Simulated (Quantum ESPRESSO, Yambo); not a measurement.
# Quasiparticle gap of ZnSe (Stilleite) in Yambo, part 2 of 2

Aim: the G0W0 gap of ZnSe (Stilleite) on PBE, step by step.

Quantum ESPRESSO 7.5 and Yambo 5.3.0; PBE and many-body steps on it, plane waves. Known limits of the many-body steps: not at the basis limit; exchange with frozen shells missing; no spin-orbit coupling; coarse k mesh.

So far. Step 2 (Ground state): The gap is direct, at Γ. Step 3 (Bands along the symmetry lines): The gap is 1.288 eV, as in the run before at this level.

## 4. Empty states on the mesh, 4×4×4 mesh, 137 bands

Level of this step: DFT, PBE, plane waves, norm-conserving pseudopotentials (Quantum ESPRESSO).

The sums over transitions need many empty states on a uniform mesh; this step solves for them.

File pw.in:

```
&control
  calculation = 'nscf'
  prefix = 'x'
  outdir = 'o'
  pseudo_dir = 'pseudo'
/
&system
  ibrav = 0
  nat = 2
  ntyp = 2
  ecutwfc = 78.0
  nbnd = 137
  force_symmorphic = .true.
/
&electrons
  conv_thr = 1e-9
  electron_maxstep = 80
  diago_full_acc = .true.
  diago_thr_init = 5e-6
/
ATOMIC_SPECIES
  Zn 65.38 Zn.upf
  Se 78.971 Se.upf
CELL_PARAMETERS angstrom
  -0.0000000000 2.8338000000 2.8338000000
  2.8338000000 -0.0000000000 2.8338000000
  2.8338000000 2.8338000000 0.0000000000
ATOMIC_POSITIONS crystal
  Zn 0.0000000000 0.0000000000 0.0000000000
  Se 0.2500000000 0.2500000000 0.2500000000
K_POINTS automatic
  4 4 4 0 0 0
```

Started as:

```console
> OMP_NUM_THREADS=1 mpirun -n 4 pw.x -nk 4 -in pw.in > pw.out
```

What it wrote:

```text
[banner, memory and clock lines left out]
Program PWSCF v.7.5 starts

     Atomic positions and unit cell read from directory:
     o/x.save/

     Message from routine setup:
     using ibrav=0 with symmetry is DISCOURAGED, use correct ibrav instead

     G-vector sticks info

     bravais-lattice index     =            0
     lattice parameter (alat)  =       7.5733  a.u.
     unit-cell volume          =     307.1384 (a.u.)^3
     number of atoms/cell      =            2
     number of atomic types    =            2
     number of electrons       =        36.00
     number of Kohn-Sham states=          137
     kinetic-energy cutoff     =      78.0000  Ry
     charge density cutoff     =     312.0000  Ry
     Exchange-correlation= PBE
                           (   1   4   3   4   0   0   0)

     celldm(1)=   7.573263  celldm(2)=   0.000000  celldm(3)=   0.000000
     celldm(4)=   0.000000  celldm(5)=   0.000000  celldm(6)=   0.000000

     crystal axes: (cart. coord. in units of alat)
               a(1) = (  -0.000000   0.707107   0.707107 )
               a(2) = (   0.707107  -0.000000   0.707107 )
               a(3) = (   0.707107   0.707107   0.000000 )

     reciprocal axes: (cart. coord. in units 2 pi/alat)
               b(1) = ( -0.707107  0.707107  0.707107 )
               b(2) = (  0.707107 -0.707107  0.707107 )
               b(3) = (  0.707107  0.707107 -0.707107 )
     Pseudo is Norm-conserving + core correction, Zval = 20.0
     Generated using ONCVPSP code by D. R. Hamann
     Using radial grid of 1326 points,  6 beta functions with:
     Pseudo is Norm-conserving + core correction, Zval = 16.0
     Generated using ONCVPSP code by D. R. Hamann
     Using radial grid of 1214 points,  6 beta functions with:
     Zn               20.00    65.38000     Zn( 1.00)
     Se               16.00    78.97100     Se( 1.00)

     24 Sym. Ops. (no inversion) found

   Cartesian axes

     site n.     atom                  positions (alat units)
         1        Zn     tau(   1) = (   0.0000000   0.0000000   0.0000000  )
         2        Se     tau(   2) = (   0.3535534   0.3535534   0.3535534  )

     number of k points=     8
                       cart. coord. in units 2pi/alat
        k(    1) = (   0.0000000   0.0000000   0.0000000), wk =   0.0312500
        k(    2) = (   0.1767767   0.1767767  -0.1767767), wk =   0.2500000
        k(    3) = (  -0.3535534  -0.3535534   0.3535534), wk =   0.1250000
[...]
k(    7) = (  -0.7071068   0.0000000   0.0000000), wk =   0.0937500
        k(    8) = (  -0.7071068   0.3535534   0.0000000), wk =   0.1875000

     Dense  grid:    28571 G-vectors     FFT dimensions: (  45,  45,  45)

     The potential is recalculated from file :
     o/x.save/charge-density

     Starting wfcs are   19 randomized atomic wfcs +  118 random wfcs

     Band Structure Calculation

     End of band structure calculation

          k = 0.0000 0.0000 0.0000 (  3527 PWs)   bands (ev):

  -116.8592 -71.0176 -71.0176 -71.0176 -38.5283 -38.5283 -38.5283 -38.5235
   -38.5235  -4.8727   1.8456   1.8456   1.8456   2.2139   2.2139   8.3862
     8.3862   8.3862   9.6743  14.2008  14.2008  14.2008  18.3302  19.8773
[...]
[... 6 further rows ...]
[...]
110.1194

          k = 0.1768 0.1768-0.1768 (  3590 PWs)   bands (ev):

[...]
[... 6 further rows ...]
[...]
109.6797

          k =-0.3536-0.3536 0.3536 (  3582 PWs)   bands (ev):

[...]
68.4274  68.5322  68.5322  68.5877  69.5989  70.1077  72.7406  72.7406
     [... 6 further rows ...]
   107.0278 107.0278 107.0907 108.1563 108.1563 108.5599 108.8273 108.8273
   109.6912

          k = 0.3536 0.0000 0.0000 (  3591 PWs)   bands (ev):

     [... further k-points ...]

     highest occupied, lowest unoccupied level (ev):     8.3862    9.6743

     XML data file, pseudopotentials, collected wavefunctions
```

Run time: 7.4 s. Hardware: 4 MPI ranks of Arm Neoverse V2, shared host; peak memory 0.37 GiB.

Numbers from this step:

* gap: 1.288 eV
* k of the valence top: 0, 0, 0
* k of the conduction bottom: 0, 0, 0
* least direct gap: 1.288 eV
* k points computed: 8
* lowest point of the top converged band, above the valence top: 98.7874 eV

On this mesh the gap is 1.288 eV.

## 5. Conversion and set-up

This step: Yambo 5.3.0; conversion and set-up on PBE, plane waves, norm-conserving pseudopotentials.

The states are converted to the many-body program's format and the q mesh is built.

Started as:

```console
> (cd o/x.save; p2y > p2y.log; mv SAVE ../..); yambo > setup.log
```

What it wrote:

```text
 Yambo, version 5.3.0

 [02] CORE Variables Setup
 =========================

  [02.01] Unit cells
  ==================

  Cell kind             :  FCC
  Atoms in the cell     :  Zn  Se
  number of Zn atoms    :  1
  number of Se atoms    :  1

  List of atomic masses
  Mass of Zn    :  65.38000
  Mass of Se    :  78.97100

  List of atomic coordinates    : [cc]
  Zn1       :  0.000000  0.000000  0.000000  order 1
  Se1       :  2.677553  2.677553  2.677553  order 2

  Alat factors          :  5.355106  5.355106  5.355106 [a.u.]
  Direct lattice volume :  307.1384 [a.u.]
  Direct lattice vectors:  A[ 1 ]  A[ 2 ]  A[ 3 ]
   A[ 1 ]: -0.000000  1.000000  1.000000  [iru]
  -0.000000  5.355106  5.355106  [cc]
   A[ 2 ]:  1.000000 -0.000000  1.000000  [iru]
   5.355106 -0.000000  5.355106  [cc]
   A[ 3 ]:  1.000000  1.000000  0.000000  [iru]
   5.355106  5.355106  0.000000  [cc]

  Recip. lattice volume :  0.807617 [a.u.]
  Recip. lattice vectors:  B[ 1 ]  B[ 2 ]  B[ 3 ]
   B[ 1 ]: -0.500000  0.500000  0.500000  [iku]
  -0.586654  0.586654  0.586654  [cc]
   B[ 2 ]:  0.500000 -0.500000  0.500000  [iku]
   0.586654 -0.586654  0.586654  [cc]
   B[ 3 ]:  0.500000  0.500000 -0.500000  [iku]
   0.586654  0.586654 -0.586654  [cc]

  [02.02] Symmetries
  ==================

  Inversion symmetry    : yes
  Spatial inversion     : no
  Inversion index       :  25
  K-space Time-reversal : yes
  Magnetic symmetries   : no
  Time-reversal derived K-space symmetries:   25   48
  Group table correct   : yes
  Symmetries units      :  [cc]

   [S  1]:   1.0000      0.12943E-16  0.12943E-16  0.12943E-16   1.0000     -0.12943E-16 -0.12943E-16 -0.12943E-16   1.0000
   [S  2]:  -1.0000     -0.12943E-16  0.12943E-16 -0.12943E-16  -1.0000     -0.12943E-16  0.12943E-16  0.12943E-16   1.0000
   [S  3]:  -1.0000      0.12943E-16 -0.12943E-16 -0.12943E-16   1.0000      0.12943E-16  0.12943E-16 -0.12943E-16  -1.0000
[...]
[S  9]:  0.12943E-16   1.0000      0.12943E-16 -0.12943E-16  0.12943E-16   1.0000       1.0000     -0.12943E-16 -0.12943E-16
   [S 10]:  0.12943E-16  -1.0000     -0.12943E-16 -0.12943E-16 -0.12943E-16  -1.0000       1.0000      0.12943E-16  0.12943E-16
     [... 36 further rows ...]
   [S*47]:   1.0000      0.12943E-16 -0.12943E-16  0.12943E-16 -0.12943E-16  -1.0000     -0.12943E-16   1.0000      0.12943E-16
   [S*48]:   1.0000     -0.12943E-16  0.12943E-16  0.12943E-16  0.12943E-16   1.0000     -0.12943E-16  -1.0000     -0.12943E-16

  [02.03] Reciprocal space
  ========================

  nG shells         :  304
  nG charge         :  28571
  nG WFs            :   4433
  nC WFs            :   3591
  G-vecs. in first 30 shells:  [ Number ]
     1    9   15   27   51   59   65   89  113
    137   169   181   229   259   283   307   331   339
    387   411   459   531   537   561   609   645   701
    725   749   821
  ...
[...]
K/Q-points units:
  rlu = crystal or reduced units; cc = cartesian coordinates; iku = interal k-units

  K [1]          [rlu]:  0.000000  0.000000  0.000000
         WF components:   3527
  K [2]          [rlu]:  0.33641E-17  0.33641E-17  0.25000
         WF components:   3590
  K [3]          [rlu]: -0.67283E-17 -0.67283E-17 -0.50000
         WF components:   3582
  K [4]          [rlu]: -0.60307E-17  0.25000      0.25000
         WF components:   3591
  K [5]          [rlu]: -0.10092E-16  0.25000     -0.50000
         WF components:   3570
  [... 2 further k-points ...]
  K [8]          [rlu]:  0.250000 -0.500000 -0.250000
         WF components:   3552

  [02.05] Energies & Occupations
  ==============================

  [X] === General ===
  [X] Electronic Temperature                        :  0.000000  0.000000 [eV K]
  [X] Bosonic    Temperature                        :  0.000000  0.000000 [eV K]
  [X] Finite Temperature mode                       : no
  [X] El. density                                   :  0.79098E+24 [cm-3]
  [X] Fermi Level                                   :  8.386209 [eV]

  [X] === Gaps and Widths ===
  [X] Conduction Band Min                           :  1.288098 [eV]
  [X] Valence Band Max                              :  0.000000 [eV]
  [X] Filled Bands                                  :  18
  [X] Empty Bands                                   :   19  137
  [X] Direct Gap                                    :  1.288098 [eV]
  [X] Direct Gap localized at k                     :  1
  [X] Indirect Gap                                  :  1.288098 [eV]
  [X] Indirect Gap between kpts                     :  1  1
  [X] Last valence band width                       :  2.657489 [eV]
  [X] 1st conduction band width                     :  4.196724 [eV]

  E @ K [1]:  [eV]
  -125.2454  -79.4038  -79.4038  -79.4038  -46.9145  -46.9145  -46.9145  -46.9097
   -46.910      -13.259      -6.5406      -6.5406      -6.5406      -6.1723      -6.1723     -0.87028E-09
  -0.32531E-09   0.0000       1.2881       5.8145       5.8145       5.8145       9.9440       11.491
[...]
occ @ K [1]
[...]
E @ K [2]:  [eV]
[...]
occ @ K [2]
[...]
E @ K [3]:  [eV]
[...]
occ @ K [3]
[...]
E @ K [4]:  [eV]
[...]
occ @ K [4]
[...]
E @ K [5]:  [eV]
[...]
occ @ K [5]
[...]
[... 2 further k-points ...]
  E @ K [8]:  [eV]
[...]
occ @ K [8]
[...]
0.000000  0.000000  0.000000  0.000000  0.000000  0.000000  0.000000  0.000000
   0.000000  0.000000  0.000000  0.000000  0.000000  0.000000  0.000000  0.000000

 [03] Transferred momenta grid and indexing
 ==========================================

 IBZ Q-points                                      :   8
 BZ  Q-points                                      :   64

 K/Q-points units:
 rlu = crystal or reduced units; cc = cartesian coordinates; iku = interal k-units

 Q [1]          [rlu]:  0.000000  0.000000  0.000000
 Q [2]          [rlu]:  0.33641E-17  0.33641E-17  0.25000
 Q [3]          [rlu]: -0.67283E-17 -0.67283E-17 -0.50000
[...]
Q [7]          [rlu]:  0.12061E-16 -0.50000     -0.50000
 Q [8]          [rlu]:  0.250000 -0.500000 -0.250000

  [03.01] X indexes
  =================

   [03.01.01] Sigma indexes
   ========================

 [06] Game Over & Game summary
```

It took 2.1 s on 1 MPI rank; peak memory 0.25 GiB.

## 6. Screening and self-energy, 4×4×4 mesh, 137 bands, screening to 142.9 eV

Now the one-shot GW correction: screening in the RPA, then the self-energy of the levels asked for.

This step: G0W0 on PBE, plane waves, norm-conserving pseudopotentials.

File gw1.in:

```
HF_and_locXC
gw0
dyson
ppa
em1d
rim_cut
RandQpts= 1000000
RandGvec= 1 RL
EXXRLvcs= 78 Ry
VXCRLvcs= 312 Ry
Chimod= "HARTREE"
% BndsRnXp
 1 | 137 |
%
NGsBlkXp= 10.5 Ry
% LongDrXp
 1 | 1 | 1 |
%
% GbndRnge
 1 | 137 |
%
DysSolver= "n"
ExtendOut
PPAPntXp= 27.21138 eV
% QPkrange
 1 | 1 | 17 | 20 |
%
```

Started as:

```console
> OMP_NUM_THREADS=1 mpirun -n 4 yambo -F gw1.in -J gw1 -C gw1 > gw1.log
```

What it wrote:

```text
 Yambo, version 5.3.0

 [02] CORE Variables Setup
 =========================

  [... cell, symmetries and grids as in the set-up ...]

  [02.05] Energies & Occupations
  ==============================

  [X] === General ===
  [X] Electronic Temperature                        :  0.000000  0.000000 [eV K]
  [X] Bosonic    Temperature                        :  0.000000  0.000000 [eV K]
  [X] Finite Temperature mode                       : no
  [X] El. density                                   :  0.79098E+24 [cm-3]
  [X] Fermi Level                                   :  8.386209 [eV]

  [X] === Gaps and Widths ===
  [X] Conduction Band Min                           :  1.288098 [eV]
  [X] Valence Band Max                              :  0.000000 [eV]
  [X] Filled Bands                                  :  18
  [X] Empty Bands                                   :   19  137
  [X] Direct Gap                                    :  1.288098 [eV]
  [X] Direct Gap localized at k                     :  1
  [X] Indirect Gap                                  :  1.288098 [eV]
  [X] Indirect Gap between kpts                     :  1  1
  [X] Last valence band width                       :  2.657489 [eV]
  [X] 1st conduction band width                     :  4.196724 [eV]

 [03] Transferred momenta grid and indexing
 ==========================================

 IBZ Q-points                                      :   8
 BZ  Q-points                                      :   64

 K/Q-points units:
 rlu = crystal or reduced units; cc = cartesian coordinates; iku = interal k-units

 Q [1]          [rlu]:  0.000000  0.000000  0.000000
 Q [2]          [rlu]:  0.33641E-17  0.33641E-17  0.25000
 Q [3]          [rlu]: -0.67283E-17 -0.67283E-17 -0.50000
 Q [4]          [rlu]: -0.60307E-17  0.25000      0.25000
 Q [5]          [rlu]: -0.10514E-16  0.25000      0.50000
 Q [6]          [rlu]: -0.67283E-17  0.25000     -0.25000
 Q [7]          [rlu]:  0.12061E-16 -0.50000     -0.50000
 Q [8]          [rlu]:  0.250000 -0.500000 -0.250000

 [04] Coloumb potential Random Integration (RIM)
 ===============================================

  [04.01] RIM initialization
  ==========================

  * Diagonal components only detected *

  8 x (sBL volume)        :  0.100952 [a.u.]
  sBZ random points       :  1000000
  Points outside the sBZ  :   7968281
  RL volume               :  0.807617 [a.u.]
  Integrated volume       :  0.810832 [a.u.]

  [04.02] RIM integrals
  =====================

  Gamma point sphere radius             :  0.084461 [a.u.]
  Points outside the sphere             :   800476
  [Int_sBZ(q=0) 1/q^2]*(Vol_sBZ)^(-1/3) =:  7.776341
                                 should be <:  7.795600

  Summary of Coulomb integrals for non-metallic bands |Q|[au] RIM/Bare

  Q [1] 0.100000E-4 0.997530 * Q [2] 0.254029 1.068455
  Q [4] 0.293327 1.068048 * Q [6] 0.414827 1.030576
  Q [5] 0.486428 1.023062 * Q [3] 0.508057 1.020719
  Q [7] 0.586654 1.016898 * Q [8] 0.655899 1.013831

 [05] Dipoles
 ============

  [05.01] Setup: observables and procedures
  =========================================

 [06] Dynamic Dielectric Matrix (PPA)
 ====================================

 [WR./gw1//ndb.pp]---------------------------------------------------------------
  Brillouin Zone Q/K grids (IBZ/BZ)                :    8   64    8   64
  RL vectors                                       :   4477 [WF]
  Coulomb cutoff potential                         : none
  Electronic Temperature                           :  0.000000 [K]
  Bosonic    Temperature                           :  0.000000 [K]
  PPA    diel. fun.  energies                      : Perdew, Burke & Ernzerhof(X)+Perdew, Burke & Ernzerhof(C)
  wavefunctions                                    : Perdew, Burke & Ernzerhof(X)+Perdew, Burke & Ernzerhof(C)
  Global Gauge                                     : length
  X matrix size                                    :  181
  X band range                                     :    1  137
  X e/h energy range                               : -1.000000 -1.000000 [eV]
  X Time ordering                                  : R
  X Hxc Kernel                                     : HARTREE
  X Drude frequency                                :  0.000000  0.000000
  X poles                                          :  100.0000 [o/o]
  RL vectors in the sum                            :   4477
  [r,Vnl] included                                 : yes
  Field direction                                  :  0.577350E-5  0.577350E-5  0.577350E-5
  BZ energy Double Grid                            : no
  BZ energy DbGd points                            : 0
  BZ Q point size factor                           : -1.000000
  X Optical Averaged directions                    : none

 [07] Local Exchange-Correlation + Non-Local Fock
 ================================================

 [VXC] Plane waves :  28571
 [EXS] Plane waves :   3647

 QP @ state[ 1 ] K range:  1  1
 QP @ state[ 1 ] b range:  17  20

 [xc] Functional : Perdew, Burke & Ernzerhof(X)+Perdew, Burke & Ernzerhof(C)
 [xc] LIBXC used to calculate xc functional
  PP Number of Atomic Species                      :  2
  NLCC RL compoments                               :  28571
  PP Number of Atomic Species                      :  2
  NLCC RL compoments                               :  28571

 [xc] E_xc :  -30.54710 [Ha]
      E_xc :  -61.09419 [Ry]

  Local XC kind (lXC) : Perdew, Burke & Ernzerhof(X)+Perdew, Burke & Ernzerhof(C)
  Non-Local XC kind (nlXC) : Hartree-Fock

  Corrections @ K [1] :  [eV]
 <17|nlXC|17> = -20.37813  0.20398E-17 <17|lXC|17> = -16.58833  0.000000
 <18|nlXC|18> = -20.37816 -0.28467E-17 <18|lXC|18> = -16.58833 -0.56645E-15
 <19|nlXC|19> = -8.956138  0.93183E-17 <19|lXC|19> = -12.62429 -0.18882E-15
 <20|nlXC|20> = -6.041429  0.11803E-17 <20|lXC|20> = -10.89079  0.18882E-15

 [08] Dyson equation: Newton solver
 ==================================

  [08.01] G0W0 (W PPA)
  ====================

  [  GW  ] Bands range     :    1  137
  [GW/PPA] G damping       :  0.100000 [eV]

  QP @ state[ 1 ] K range:  1  1
  QP @ state[ 1 ] b range:  17  20

   Sc/G bands                                       :    1  137
   Sc/G damping                                     :  0.100000 ev
   Sc bands terminator                              : no
   Sx RL components                                 :   3647

   QP @ state[ 1 ] K range                          :  1  1
   QP @ state[ 1 ] b range                          :  17  20
   GF energies kind                                 : Perdew, Burke & Ernzerhof(X)+Perdew, Burke & Ernzerhof(C)
   GF WF`s kind                                     : Perdew, Burke & Ernzerhof(X)+Perdew, Burke & Ernzerhof(C)
   Xs energies kind                                 : Perdew, Burke & Ernzerhof(X)+Perdew, Burke & Ernzerhof(C)
   Xs WF`s kind                                     : Perdew, Burke & Ernzerhof(X)+Perdew, Burke & Ernzerhof(C)

 [11] Game Over & Game summary
```

Wall time 64 s (4 MPI ranks); peak memory 1.6 GiB; 4.2 min of CPU time.

This step gave:

| Item | Value |
| --- | --- |
| G0W0 gap on the points computed | 2.555 eV |
| starting gap on the mesh | 1.288 eV |
| k of the valence top | 0, 0, 0 |
| k of the conduction bottom | 0, 0, 0 |
| least direct G0W0 gap on the computed points | 2.555 eV |
| Z at the valence top | 0.7969 |
| Z at the conduction bottom | 0.8130 |

The gap on the mesh goes from 1.29 eV to 2.55 eV, a correction of +1.27 eV.

Limits: finite bands, cutoff and mesh; exchange with frozen shells missing; no spin-orbit coupling; coarse k mesh. v1 is the top filled band, c1 the lowest empty one. Levels before and after the correction, in eV, zero at the valence-band top of each column:

```tsv
	conduction bottom	valence top
Kohn-Sham	1.29	0.00
G0W0	2.55	0.00
```

```tsv
	level	energy (eV)
Kohn-Sham	Γ v2-v1	0.000
Kohn-Sham	Γ c1	1.288
Kohn-Sham	Γ c2	5.815
G0W0	Γ v2-v1	0.000
G0W0	Γ c1	2.555
G0W0	Γ c2	7.510
```

## 7. Where the time went

Times are wall times on the hardware named with each run, good to a factor of about two.

```tsv
step	time	share	memory (GiB)
ground state	6.3 s	7 %	0.27
bands along the symmetry lines	4.7 s	6 %	0.23
empty states on the mesh	7.4 s	9 %	0.37
conversion and set-up	2.1 s	3 %	0.25
screening and self-energy	64 s	76 %	1.6
```

## 8. Outcome

```yaml
pbe_gap: 1.29 eV, direct
g0w0_gap_on_the_mesh: 2.55 eV
gw_settings: 4×4×4 mesh, 137 bands, screening to 142.9 eV, Godby-Needs plasmon pole
known_limits: not at the basis limit; exchange with frozen shells missing; no spin-orbit coupling; coarse k mesh
```

What this shows: G0W0 moves the gap on the mesh from 1.29 eV to 2.55 eV (+1.27 eV), with Z of 0.80 and 0.81 at the edges. Only 1 of the mesh's irreducible points was corrected, so a valley elsewhere could overtake. The dearest step here is «screening and self-energy». Against experiment, by G0W0@PBE: the direct gap of 2.55 eV lies −0.14 eV from the measured 2.695 ± 0.003 eV (exciton, 300 K, 2023). An exciton line or allowed optical edge lies below the quasiparticle gap by the binding energy; a forbidden edge can push the onset above it. The calculation has static nuclei and no excitons; a measured gap holds zero-point and thermal motion, which mostly lowers it. Bands and cutoff are finite, so the gap is not at the basis limit. The miss can reach some tenths of an eV and take either sign; the mesh is an error of its own. In the G0W0 run levels were corrected at 1 k point alone, so a gap called «on the mesh» is the least over those, and an edge elsewhere would be missed. The 4×4×4 mesh is coarse for this cell, which bears on the long-range parts of exchange and screening. The norm-conserving file of at least one element keeps a d shell over frozen s and p shells of the same row. Exchange with those shells is missing from the self-energy, an error of 0.3 to 0.9 eV in cases checked, whose sign depends on which edge lies on those atoms. The many-body steps are scalar-relativistic: spin-orbit coupling is not in them.

[Paths, hosts, dates, memory and timing lines, banners, echoed tables and standing remarks are left out of the program output.]

[Logs are printed without paths, hosts, clocks, repeated set-up lines and the standing remarks that a program may print on its own settings, such as how far it seeks lower states.]

[Runs of the session that timed out or met a known fault of the program may be left out.]

[Hosts, paths, dates, database ids (printed as entryN), source tags and the programs' standing remarks are cut or masked in the printed files.]
